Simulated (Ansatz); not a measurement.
Crystal: Mg.

```
Mg
1.0
     3.17683    0.00000    0.00000
    -1.58841    2.75121    0.00000
     0.00000    0.00000   10.31886
Mg
4
Cartesian
  1.5884 0.9171 7.7391
  0.0000 0.0000 5.1594
  0.0000 1.8341 2.5797
  0.0000 0.0000 0.0000
```

```yaml
Program: Ansatz 0.2.0
Task: relaxation of cell and atoms
Functional: BLYP
Dispersion: D3(BJ)
Potentials_or_basis: Ansatz PAW
Cutoff: "420 eV (not typed: the program's choice for these potentials)"
k_mesh: 10 × 10 × 3
Occupations: fermi-dirac, width 0.05 eV
Spin: no spin polarisation
```

At the start: volume 22.55 Å³/atom.

Problem. How do energy, volume and symmetry change on relaxing?

Solution. It ends after 5 steps and the volume is 20.65 Å³/atom (-8.4 %); space group P6_3/mmc (No. 194, to 0.05 Å).

The path:
```csv
step,energy change (eV),largest force (eV/Å),volume (Å³)
1,0.0000,0.0000,90.19
2,-0.0771,0.0000,83.88
3,-0.0796,0.0000,82.41
4,-0.0797,0.0000,82.60
5,-0.0795,0.0000,82.60
```

Final structure:
```cif
data_structure
_symmetry_space_group_name_H-M 'P 1'
_symmetry_Int_Tables_number 1
_cell_length_a 3.0689
_cell_length_b 3.0689
_cell_length_c 10.1270
_cell_angle_alpha 90.000
_cell_angle_beta 90.000
_cell_angle_gamma 120.000
_cell_volume 82.60
loop_
_atom_site_label
_atom_site_type_symbol
_atom_site_fract_x
_atom_site_fract_y
_atom_site_fract_z
_atom_site_occupancy
Mg1 Mg 0.66667 0.33333 0.75000 1
Mg2 Mg 0.00000 0.00000 0.50000 1
Mg3 Mg 0.33333 0.66667 0.25000 1
Mg4 Mg 0.00000 0.00000 0.00000 1
```

Caveat: the plane-wave basis is chosen anew once the cell has moved, so the energies of steps on either side of that aren't comparable; the PAW data sets come from PBE, with cores solved anew for the run's functional, which leaves a small shift of forces and pressure.
